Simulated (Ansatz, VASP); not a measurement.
**Sn: VASP beside Ansatz**

```xyz
1
Lattice="-1.8947 1.8947 1.8947 1.8947 -1.8947 1.8947 1.8947 1.8947 -1.8947" Properties=species:S:1:pos:R:3 pbc="T T T"
Sn    0.0000    0.0000    0.0000
```

This isn't the form of Sn at room conditions, which is tetragonal (white tin).

Alike in both runs: task single point; functional PBE; k mesh 10 × 10 × 10; occupations gaussian, width 0.02 eV; no spin polarisation.

|  | VASP | Ansatz |
| --- | --- | --- |
| version | VASP 6.6.1 | Ansatz 0.2.0 |
| potentials or method | VASP PAW PBE potentials, release 64 (Sn_d), cutoff 520 eV | all-electron LAPW, scalar-relativistic |

```tsv
	VASP	Ansatz	Ansatz less VASP
gap on the k mesh at the Fermi level (eV)	none	none	-
pressure (GPa)	0.6	0.6	+0.06
```

A gap of «none» marks a metal or a gap that the smearing closes. Ansatz ran all-electron here, so the differences hold the error of VASP's frozen core and of both bases.
